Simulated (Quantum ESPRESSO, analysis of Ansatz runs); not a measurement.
**A hop of O in Al2O3 (R-3c), charge 0 (Quantum ESPRESSO)**

Wanted: path and barrier of a jump of O in Al2O3 (R-3c) at charge 0. The case: V_O hop (2.6 Å), in a cell of 80 host atoms with 1 O taken out.

Method: Quantum ESPRESSO plane-wave DFT, PBEsol, GBRV 1.5 PBEsol potentials; nudged elastic band between two relaxed defect structures, in Quantum ESPRESSO 7.5.

## Step 1: Set-up

The cell holds 79 atoms: 32 Al and 47 O. Cell: a = 10.279 Å, b = 10.279 Å, c = 10.279 Å, α = 55.4°, β = 55.4°, γ = 55.4°. It derives from Al2O3 (space group R-3c). Nearest the centre at fractional (0.750, 0.250, 0.500): O57 at 1.29 Å, Al41 at 1.37 Å, Al53 at 1.41 Å, O64 at 2.28 Å, O79 at 2.30 Å, O46 at 2.50 Å, O56 at 2.51 Å, Al42 at 2.78 Å.

The cell's shortest repeat is 9.6 Å.

## Step 2: Relaxation of the start point, charge 0

The ends come first: from an unrelaxed start the top is counted from too high an energy, and the barrier comes out too low. Small random displacements break the symmetry of the ideal sites, so that the defect can distort if it gains by it.

The input, pw.in:

```
&CONTROL
  calculation = 'relax'
  prefix = 'pwscf'
  outdir = './tmp'
  pseudo_dir = './pseudo'
  tprnfor = .true.
  disk_io = 'low'
  nstep = 70
  forc_conv_thr = 0.0012
  etot_conv_thr = 0.0001
/
&SYSTEM
  ibrav = 0
  nat = 79
  ntyp = 2
  ecutwfc = 36
  ecutrho = 288
  nbnd = 193
  occupations = 'fixed'
  nosym = .true.
/
&ELECTRONS
  conv_thr = 8d-08
  electron_maxstep = 100
  mixing_beta = 0.5
/
&IONS
  ion_dynamics = 'bfgs'
/
ATOMIC_SPECIES
Al    26.9815 al_pbesol_v1.uspp.F.UPF
O     15.9990 o_pbesol_v1.2.uspp.F.UPF
CELL_PARAMETERS angstrom
   4.7750098535    2.7568532772    8.6755440955
  -4.7750098535    2.7568532772    8.6755440955
   0.0000000000   -5.5137065544    8.6755440955
ATOMIC_POSITIONS crystal
Al     0.3239534166    0.3239534166    0.3239534166
Al     0.4226627867    0.4266359628    0.4264060309
Al     0.0739534167    0.0739534167    0.0739534167
Al     0.1752979240    0.1797923569    0.1744723187
O      0.2205901812    0.0257353301    0.3785665208
O      0.4720739709    0.1250000000    0.2779260291
O      0.0243823279    0.3755130827    0.2229416041
O      0.3750000000    0.2220739709    0.0279260291
O      0.1239133714    0.2764499207    0.4711948434
O      0.2779260291    0.4720739709    0.1250000000
Al     0.3203320564    0.3254508819    0.8242755920
Al     0.4260465834    0.4260465834    0.9260465834
Al     0.0747355440    0.0749282864    0.5702927260
Al     0.1760465834    0.1760465834    0.6760465834
O      0.2220739709    0.0279260291    0.8750000000
O      0.4702902929    0.1286961653    0.7762462179
O      0.0279260291    0.3750000000    0.7220739709
O      0.3727735121    0.2255007342    0.5282219691
O      0.1250000000    0.2779260291    0.9720739709
O      0.2802038497    0.4719197198    0.6215209397
Al     0.3239534166    0.8239534166    0.3239534166
Al     0.4260465834    0.9260465834    0.4260465834
Al     0.0739534167    0.5739534166    0.0739534167
Al     0.1760465834    0.6760465834    0.1760465834
O      0.2220739709    0.5279260291    0.3750000000
O      0.4734278497    0.6212429519    0.2788252587
O      0.0279260291    0.8750000000    0.2220739709
O      0.3750000000    0.7220739709    0.0279260291
O      0.1250000000    0.7779260291    0.4720739709
O      0.2779260291    0.9720739709    0.1250000000
Al     0.3239534166    0.8239534166    0.8239534166
Al     0.4260465834    0.9260465834    0.9260465834
Al     0.0739534167    0.5739534166    0.5739534166
Al     0.1760465834    0.6760465834    0.6760465834
O      0.2220739709    0.5279260291    0.8750000000
O      0.4720739709    0.6250000000    0.7779260291
O      0.0277694020    0.8763152664    0.7241413279
O      0.3750000000    0.7220739709    0.5279260291
O      0.1250000000    0.7779260291    0.9720739709
O      0.2779260291    0.9720739709    0.6250000000
Al     0.8224304233    0.3215096911    0.3272470836
Al     0.9226437836    0.4280436231    0.4279921436
Al     0.5739534166    0.0739534167    0.0739534167
Al     0.6760465834    0.1760465834    0.1760465834
O      0.7216023415    0.0270398826    0.3785341053
O      0.9748608388    0.1216207702    0.2778735856
O      0.5272462265    0.3749999358    0.2253247957
O      0.8750000000    0.2220739709    0.0279260291
O      0.7764327902    0.4726524618    0.1282042701
Al     0.8239534166    0.3239534166    0.8239534166
Al     0.9260465834    0.4260465834    0.9260465834
Al     0.5718693415    0.0717652647    0.5760670276
Al     0.6743560060    0.1781226730    0.6781485252
O      0.7192683908    0.0283784694    0.8782543127
O      0.9728326257    0.1214122968    0.7804006099
O      0.5257708565    0.3748202801    0.7256731194
O      0.8739270188    0.2211958041    0.5264363236
O      0.6250000000    0.2779260291    0.9720739709
O      0.7759688199    0.4734024580    0.6278080232
Al     0.8239534166    0.8239534166    0.3239534166
Al     0.9243316116    0.9273384612    0.4288334470
Al     0.5739534166    0.5739534166    0.0739534167
Al     0.6798505378    0.6746155276    0.1746106970
O      0.7202749512    0.5281286641    0.3784525918
O      0.9720739709    0.6250000000    0.2779260291
O      0.5279260291    0.8750000000    0.2220739709
O      0.8750000000    0.7220739709    0.0279260291
O      0.6250000000    0.7779260291    0.4720739709
O      0.7779260291    0.9720739709    0.1250000000
Al     0.8216123896    0.8265866225    0.8220156169
Al     0.9260465834    0.9260465834    0.9260465834
Al     0.5710814297    0.5773158693    0.5735351349
Al     0.6760465834    0.6760465834    0.6760465834
O      0.7220739709    0.5279260291    0.8750000000
O      0.9720739709    0.6250000000    0.7779260291
O      0.5279260291    0.8750000000    0.7220739709
O      0.8750000000    0.7220739709    0.5279260291
O      0.6250000000    0.7779260291    0.9720739709
O      0.7797853999    0.9690646554    0.6273248287
K_POINTS gamma
```

Started as:

```bash
OMP_NUM_THREADS=1 mpirun -n 8 pw.x -in pw.in > pw.out
```

The program printed:

```text
[shortened: banners, details of potentials and solvers, and blank lines are left out]
     gamma-point specific algorithms are used
     one sub-group per band group will be used
     scalapack distributed-memory algorithm (size of sub-group:  2*  2 procs)
     bravais-lattice index     =            0
     lattice parameter (alat)  =      19.4252  a.u.
     unit-cell volume          =    4624.1562 (a.u.)^3
     number of atoms/cell      =           79
     number of atomic types    =            2
     number of electrons       =       378.00
     number of Kohn-Sham states=          193
     kinetic-energy cutoff     =      36.0000  Ry
     charge density cutoff     =     288.0000  Ry
     scf convergence threshold =      8.0E-08
     mixing beta               =       0.5000
     number of iterations used =            8  plain     mixing
     energy convergence thresh.=      1.0E-04
     force convergence thresh. =      1.2E-03
     Exchange-correlation= SLA  PW   PSX  PSC
                           (   1   4  10   8   0   0   0)
     nstep                     =           70
     crystal axes: (cart. coord. in units of alat)
               a(1) = (   0.464522   0.268192   0.843974 )
               a(2) = (  -0.464522   0.268192   0.843974 )
               a(3) = (   0.000000  -0.536384   0.843974 )
     PseudoPot. # 1 for Al read from file:
     al_pbesol_v1.uspp.F.UPF
     Pseudo is Ultrasoft + core correction, Zval =  3.0
[...]
PseudoPot. # 2 for O  read from file:
     o_pbesol_v1.2.uspp.F.UPF
     Pseudo is Ultrasoft + core correction, Zval =  6.0
[...]
atomic species   valence    mass     pseudopotential
     Al                3.00    26.98150     Al( 1.00)
     O                 6.00    15.99900     O ( 1.00)
     No symmetry found
     site n.     atom                  positions (alat units)
         1        Al     tau(   1) = (  -0.0000000   0.0000000   0.8202247  )
         2        Al     tau(   2) = (  -0.0018456  -0.0009422   1.0766616  )
         3        Al     tau(   3) = (  -0.0000000  -0.0000000   0.1872443  )
         4        Al     tau(   4) = (  -0.0020878   0.0016482   0.4469370  )
         5        O      tau(   5) = (   0.0905144  -0.1369945   0.5273926  )
         6        O      tau(   6) = (   0.1612236   0.0110554   0.7384772  )
         7        O      tau(   7) = (  -0.1631081  -0.0123336   0.5256582  )
         8        O      tau(   8) = (   0.0710376   0.1451514   0.5274837  )
[...]
number of k points=     1
                       cart. coord. in units 2pi/alat
        k(    1) = (   0.0000000   0.0000000   0.0000000), wk =   2.0000000
     Dense  grid:   190929 G-vectors     FFT dimensions: ( 108, 108, 108)
     Smooth grid:    67502 G-vectors     FFT dimensions: (  75,  75,  75)
     starting charge     377.9246, renormalised to     378.0000
     Self-consistent Calculation
     iteration #  1     ecut=    36.00 Ry     beta= 0.50
     total energy              =   -1734.10367185 Ry
     estimated scf accuracy    <      15.03191068 Ry
     iteration #  2     ecut=    36.00 Ry     beta= 0.50
     total energy              =   -1738.51469415 Ry
     estimated scf accuracy    <       1.45146340 Ry
     iteration #  3     ecut=    36.00 Ry     beta= 0.50
     total energy              =   -1738.58105838 Ry
     estimated scf accuracy    <       0.15069776 Ry
[...]
estimated scf accuracy    <       0.00007347 Ry
     iteration #  8     ecut=    36.00 Ry     beta= 0.50
     total energy              =   -1738.62147735 Ry
     estimated scf accuracy    <       0.00000397 Ry
     iteration #  9     ecut=    36.00 Ry     beta= 0.50
     total energy              =   -1738.62147878 Ry
     estimated scf accuracy    <       0.00000020 Ry
     iteration # 10     ecut=    36.00 Ry     beta= 0.50
     End of self-consistent calculation
          k = 0.0000 0.0000 0.0000 (  8449 PWs)   bands (ev):
   -11.7473 -10.7833 -10.7485 -10.6697 -10.6353 -10.6282 -10.6234 -10.6005
   -10.5962 -10.5608 -10.5484 -10.3840  -9.9427  -9.9048  -9.8471  -9.7149
    -9.6737  -9.6511  -9.5144  -9.4951  -9.4660  -9.4009  -9.2504  -9.2157
    -9.1938  -9.1588  -9.1516  -9.1354  -9.1216  -9.1174  -9.0935  -9.0866
    -9.0606  -9.0388  -9.0037  -8.9942  -8.9853  -8.9688  -8.9517  -8.9435
    -8.9256  -8.8693  -8.7909  -8.7513  -8.7385  -8.6969  -8.6573   0.4693
     0.8676   0.8742   0.8846   0.9374   0.9629   1.0173   1.1577   1.2515
     1.2541   1.4527   1.5620   1.6584   1.6805   1.7285   1.7863   1.8393
[...]
15.1933
     highest occupied, lowest unoccupied level (ev):    10.1793   13.6872
!    total energy              =   -1738.62147876 Ry
     estimated scf accuracy    <       0.00000005 Ry
     The total energy is the sum of the following terms:
     one-electron contribution =    -325.15915086 Ry
     hartree contribution      =     435.99063463 Ry
     xc contribution           =    -486.04092976 Ry
     ewald contribution        =   -1363.41203277 Ry
     convergence has been achieved in  10 iterations
     Forces acting on atoms (cartesian axes, Ry/au):
     atom    1 type  1   force =    -0.00277474   -0.00055568   -0.00455952
     atom    2 type  1   force =     0.03863359    0.01281226    0.02135009
     atom    3 type  1   force =     0.00641595   -0.00827441   -0.00070593
     atom    4 type  1   force =     0.01602581   -0.01753839   -0.00493377
     atom    5 type  2   force =    -0.00055611    0.02891711   -0.01029250
     atom    6 type  2   force =    -0.00193393   -0.00259036    0.00327129
     atom    7 type  2   force =     0.00345989    0.00904406    0.00963383
     atom    8 type  2   force =    -0.00451904   -0.00639684    0.00021687
[...]
Total force =     0.142956     Total SCF correction =     0.000127
     BFGS Geometry Optimization
     Energy error            =      2.0E-02 Ry
     Gradient error          =      3.9E-02 Ry/Bohr
     number of scf cycles    =   1
     number of bfgs steps    =   0
     energy             new  =   -1738.6214787644 Ry
     new trust radius        =       0.0459623125 bohr
     new conv_thr            =       0.0000000800 Ry
ATOMIC_POSITIONS (crystal)
Al               0.3236891828        0.3239966861        0.3238962662
Al               0.4256474945        0.4253392107        0.4260203544
Al               0.0740298667        0.0733188368        0.0744684874
Al               0.1755245364        0.1782429531        0.1754941679
O                0.2212752036        0.0264819813        0.3765070417
O                0.4719504526        0.1250908037        0.2781582809
O                0.0250592550        0.3758065769        0.2225588121
O                0.3745493591        0.2221241399        0.0283397293
[...]
Self-consistent Calculation
[...]
iteration #  3     ecut=    36.00 Ry     beta= 0.50
     total energy              =   -1738.64529098 Ry
     estimated scf accuracy    <       0.00000090 Ry
     iteration #  4     ecut=    36.00 Ry     beta= 0.50
     total energy              =   -1738.64529113 Ry
     estimated scf accuracy    <       0.00000011 Ry
     iteration #  5     ecut=    36.00 Ry     beta= 0.50
     total energy              =   -1738.64529114 Ry
     estimated scf accuracy    <       0.00000001 Ry
     iteration #  6     ecut=    36.00 Ry     beta= 0.50
[...]
k = 0.0000 0.0000 0.0000 (  8449 PWs)   bands (ev):
   -11.7251 -10.7484 -10.7234 -10.6093 -10.6072 -10.5964 -10.5952 -10.5860
   -10.5778 -10.5649 -10.5381 -10.3754  -9.9148  -9.8937  -9.8411  -9.6712
    -9.6626  -9.6358  -9.5060  -9.4939  -9.4389  -9.3611  -9.2315  -9.2115
    -9.1772  -9.1280  -9.1172  -9.1130  -9.1050  -9.1010  -9.0955  -9.0560
    -9.0308  -8.9838  -8.9816  -8.9693  -8.9609  -8.9590  -8.9548  -8.9437
    -8.9371  -8.9281  -8.7713  -8.7377  -8.7050  -8.7006  -8.6836   0.4860
     0.8997   0.9117   0.9145   0.9410   0.9621   1.0242   1.1460   1.2676
     1.2710   1.4755   1.5627   1.6730   1.7162   1.7734   1.7782   1.8486
[...]
highest occupied, lowest unoccupied level (ev):     9.6825   13.6878
!    total energy              =   -1738.64529114 Ry
     estimated scf accuracy    <          7.0E-10 Ry
[...]
convergence has been achieved in   6 iterations
     Forces acting on atoms (cartesian axes, Ry/au):
     atom    1 type  1   force =    -0.00009609    0.00005991    0.00027771
     atom    2 type  1   force =     0.00077065    0.00048492    0.00053624
     atom    3 type  1   force =    -0.00040867   -0.00024111   -0.00029805
     atom    4 type  1   force =    -0.00007257   -0.00038948    0.00043375
     atom    5 type  2   force =    -0.00019487    0.00024198   -0.00109232
     atom    6 type  2   force =    -0.00040540   -0.00006976    0.00057537
     atom    7 type  2   force =    -0.00134907    0.00061517    0.00002575
     atom    8 type  2   force =    -0.00028035   -0.00066671   -0.00026377
[...]
Total force =     0.007366     Total SCF correction =     0.000048
[...]
number of scf cycles    =   8
     number of bfgs steps    =   7
     energy             old  =   -1738.6451342401 Ry
     energy             new  =   -1738.6452911426 Ry
     CASE: energy            _new < energy            _old
     new trust radius        =       0.0063077078 bohr
[...]
ATOMIC_POSITIONS (crystal)
Al               0.3236575605        0.3249810221        0.3247020045
Al               0.4358124251        0.4200027069        0.4279660972
Al               0.0735596939        0.0741348181        0.0741871393
Al               0.1733312446        0.1780063397        0.1771680444
O                0.2213391087        0.0284696167        0.3752551073
O                0.4714629764        0.1254939626        0.2782608846
O                0.0262110378        0.3754900383        0.2232624467
O                0.3744317948        0.2222528716        0.0279985442
[...]
Self-consistent Calculation
     iteration #  1     ecut=    36.00 Ry     beta= 0.50
     total energy              =   -1738.64536217 Ry
     estimated scf accuracy    <       0.00002630 Ry
     iteration #  2     ecut=    36.00 Ry     beta= 0.50
     total energy              =   -1738.64536425 Ry
     estimated scf accuracy    <       0.00000279 Ry
     iteration #  3     ecut=    36.00 Ry     beta= 0.50
     total energy              =   -1738.64536466 Ry
     estimated scf accuracy    <       0.00000037 Ry
     iteration #  4     ecut=    36.00 Ry     beta= 0.50
     total energy              =   -1738.64536472 Ry
     estimated scf accuracy    <       0.00000005 Ry
     iteration #  5     ecut=    36.00 Ry     beta= 0.50
     total energy              =   -1738.64536472 Ry
     estimated scf accuracy    <          5.4E-09 Ry
     iteration #  6     ecut=    36.00 Ry     beta= 0.50
     End of self-consistent calculation
          k = 0.0000 0.0000 0.0000 (  8449 PWs)   bands (ev):
   -11.7248 -10.7482 -10.7228 -10.6096 -10.6074 -10.5954 -10.5939 -10.5857
   -10.5770 -10.5650 -10.5375 -10.3755  -9.9144  -9.8937  -9.8405  -9.6708
    -9.6621  -9.6363  -9.5056  -9.4930  -9.4381  -9.3616  -9.2311  -9.2118
    -9.1768  -9.1281  -9.1167  -9.1130  -9.1043  -9.1007  -9.0946  -9.0557
    -9.0314  -8.9834  -8.9820  -8.9681  -8.9604  -8.9579  -8.9533  -8.9442
    -8.9374  -8.9271  -8.7713  -8.7376  -8.7040  -8.7001  -8.6833   0.4863
     0.9002   0.9119   0.9158   0.9412   0.9623   1.0238   1.1468   1.2678
     1.2711   1.4760   1.5623   1.6730   1.7177   1.7742   1.7785   1.8493
[...]
14.9952
     highest occupied, lowest unoccupied level (ev):     9.6790   13.6875
!    total energy              =   -1738.64536473 Ry
     estimated scf accuracy    <          2.7E-10 Ry
     The total energy is the sum of the following terms:
     one-electron contribution =    -322.34312542 Ry
     hartree contribution      =     434.69066668 Ry
     xc contribution           =    -485.95959470 Ry
     ewald contribution        =   -1365.03331128 Ry
     convergence has been achieved in   6 iterations
     Forces acting on atoms (cartesian axes, Ry/au):
     atom    1 type  1   force =    -0.00037239   -0.00026544   -0.00029556
     atom    2 type  1   force =     0.00057054    0.00027689    0.00043077
     atom    3 type  1   force =    -0.00050879    0.00010442   -0.00004392
     atom    4 type  1   force =    -0.00015436   -0.00027244    0.00005223
     atom    5 type  2   force =    -0.00008231    0.00010260   -0.00052076
     atom    6 type  2   force =    -0.00012860   -0.00040300    0.00023255
     atom    7 type  2   force =    -0.00075051    0.00039780   -0.00012113
     atom    8 type  2   force =    -0.00035665   -0.00051766   -0.00012833
[...]
Total force =     0.005556     Total SCF correction =     0.000037
     Energy error            =      7.4E-05 Ry
     Gradient error          =      1.2E-03 Ry/Bohr
     bfgs converged in   9 scf cycles and   8 bfgs steps
     (criteria: energy <  1.0E-04 Ry, force <  1.2E-03 Ry/Bohr)
     End of BFGS Geometry Optimization
     Final energy             =   -1738.6453647251 Ry
Begin final coordinates
ATOMIC_POSITIONS (crystal)
Al               0.3236575605        0.3249810221        0.3247020045
Al               0.4358124251        0.4200027069        0.4279660972
Al               0.0735596939        0.0741348181        0.0741871393
Al               0.1733312446        0.1780063397        0.1771680444
O                0.2213391087        0.0284696167        0.3752551073
O                0.4714629764        0.1254939626        0.2782608846
O                0.0262110378        0.3754900383        0.2232624467
O                0.3744317948        0.2222528716        0.0279985442
[...]
End final coordinates
   JOB DONE.
```

Run time: 90 s. Hardware: 8 MPI ranks of Arm Neoverse V1, shared host; peak memory 1.2 GiB; 12 min of CPU time.

Relaxation path:

```
step  energy less that of the first step (eV)
   0                                   0.0000
   1                                  -0.1999
   2                                  -0.2816
   3                                  -0.2994
   4                                  -0.3128
   5                                  -0.3191
   6                                  -0.3218
   7                                  -0.3240
   8                                  -0.3250
```

The atoms that moved most (Å):

```
atom      dx      dy      dz  length
 Al2   0.094   0.009   0.070   0.118
Al41  -0.050  -0.043  -0.046   0.080
 O79  -0.042   0.023  -0.009   0.048
 O56   0.010   0.033  -0.022   0.041
 O46  -0.039  -0.009   0.003   0.040
 O18   0.035  -0.002  -0.014   0.037
Al42   0.026   0.015  -0.019   0.035
 O57  -0.009  -0.014   0.030   0.034
```

Neighbours of O57 at the end:

```
atom  distance (Å)
Al53         1.854
Al13         1.871
Al42         1.969
Al41         1.984
  O7         2.530
 O64         2.532
  O9         2.630
 O79         2.719
 O59         2.726
 O55         2.733
 O46         2.734
```

Numbers from this step:

- highest filled level: 9.679 eV
- lowest empty level: 13.69 eV
- r.m.s. move of the farther half of the atoms: 0.005632 Å
- largest move from the ideal geometry of this structure, a common shift of the far atoms taken out: 0.09890 Å

The relaxation gained 0.325 eV and ended with a largest force component of 0.030 eV/Å.

(Part 1 of 3 ends here.)

[Logs are printed without paths, hosts, clocks, repeated set-up lines and the standing remarks that a program may print on its own settings, such as how far it seeks lower states.]

[Hosts, paths, dates, database ids (printed as entryN), source tags and the programs' standing remarks are cut or masked in the printed files.]
